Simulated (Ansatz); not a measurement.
Runs of Ansatz 0.2.0 on Ge. The structure is tetragonal, space group I4_1/amd (No. 141). The conventional cell has a = 5.149 Å, b = 5.149 Å, c = 2.795 Å, α = 90.00°, β = 90.00°, γ = 90.00°. Ge (site symmetry -4m2) has 6 Ge at 2.67 to 2.79 Å as nearest neighbours. This isn't the form of Ge at room conditions, which is diamond.

| task | level | potentials or basis | spin | cell | k mesh | cutoff (eV) | smearing | pressure (GPa) | relaxed volume (Å³/atom) |
| --- | --- | --- | --- | --- | --- | --- | --- | --- | --- |
| band structure | LDA | all-electron LAPW, scalar-relativistic | off | the cell as VASP's run set it | 11 × 11 × 11 | 255 | gaussian 0.05 eV | (a) | - |
| band structure | PBEsol | all-electron LAPW, scalar-relativistic | off | as given | 11 × 11 × 11 | 255 | fermi-dirac 0.05 eV | -0.6 | - |
| relaxation of cell and atoms | BLYP | all-electron LAPW, scalar-relativistic | off | relaxed | 11 × 11 × 11 | - | fermi-dirac 0.05 eV | 0.0 | 21.30 |
| relaxation of the atoms | LDA | all-electron LAPW, relativistic spinors | SOC, no magnetisation | atoms relaxed from: atoms moved at random, drawn with an rms of 0.02 Å | 8 × 8 × 8 | - | fermi-dirac 0.02 eV | -2.6 | - |
| relaxation of cell and atoms | PBEsol+D4 | all-electron LAPW, scalar-relativistic | off | relaxed | 11 × 11 × 11 | - | fermi-dirac 0.05 eV | 0.0 | 17.95 |
| band structure | PBEsol | all-electron LAPW, scalar-relativistic | off | as given | 8 × 8 × 8 | 255 | fermi-dirac 0.05 eV | -0.7 | - |
| relaxation of cell and atoms | LDA | all-electron LAPW, scalar-relativistic | off | relaxed | 11 × 11 × 11 | - | fermi-dirac 0.05 eV | 0.0 | 17.95 |

Alike in all rows: basis error allowed 0.001 eV/atom.

Task: Fill in the values left out.

Result: (a) -2.4.

Caveats: the k mesh is thin for a metal, which can move the energy by tens of meV per atom (some runs).

Not every run made on this cell is shown here.
